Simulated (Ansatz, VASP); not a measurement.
Two plane-wave programs on B

File INCAR:

```
SYSTEM = B
PREC = Accurate
ENCUT = 520
EDIFF = 1E-7
ISMEAR = -1
SIGMA = 0.05
LREAL = .FALSE.
LASPH = .TRUE.
NELM = 100
ALGO = Normal
ISIF = 2
LWAVE = .FALSE.
LCHARG = .FALSE.
GGA = PE
NBANDS = 8
```

Contents of KPOINTS:

```
Automatic mesh
0
G
  24 24 24
  0 0 0
```

POSCAR

```
B
1.0
    0.0000000000      1.3521532470      1.3521532470
    1.3521532470      0.0000000000      1.3521532470
    1.3521532470      1.3521532470      0.0000000000
B
1
Direct
    0.0000000000      0.0000000000      0.0000000000
```

Input for Ansatz:

```yaml
crystal:
  lattice:
    - [0.0, 1.352153247, 1.352153247]
    - [1.352153247, 0.0, 1.352153247]
    - [1.352153247, 1.352153247, 0.0]
  atoms:
    - { symbol: B, position: [0.0, 0.0, 0.0] }
kpoints:
  mp_grid: { grid: [24, 24, 24] }
scf:
  occupations: { method: fermi_dirac, width: 0.05 }
hamiltonian:
  xc: pbe
  pseudopotentials: { kind: paw }
output:
  forces: true
  stress: true
  eigenvalues: true
  populations: true
```

Change from the starting cell: volume scaled by 0.84, PAW files.

Alike in both runs: task single point; functional PBE; k mesh 24 × 24 × 24; occupations fermi-dirac, width 0.05 eV; no spin polarisation.

|  | VASP | Ansatz |
| --- | --- | --- |
| version | VASP 6.6.1 | Ansatz 0.2.0 |
| potentials or method | VASP PAW PBE potentials, release 64 (B) | PAW with Ansatz's default frozen-core files, scalar-relativistic |
| plane-wave cutoff (eV) | 520 | 420 |
| valence electrons in the cell | 3 | 3 |

```tsv
	VASP	Ansatz	Ansatz less VASP
pressure (GPa)	65.4	65.4	+0.04
```

Caveats: the cell as given lies far from equilibrium; so large a pressure means that the cell lies far from this level's equilibrium, or that cutoff or potentials fall short (VASP).
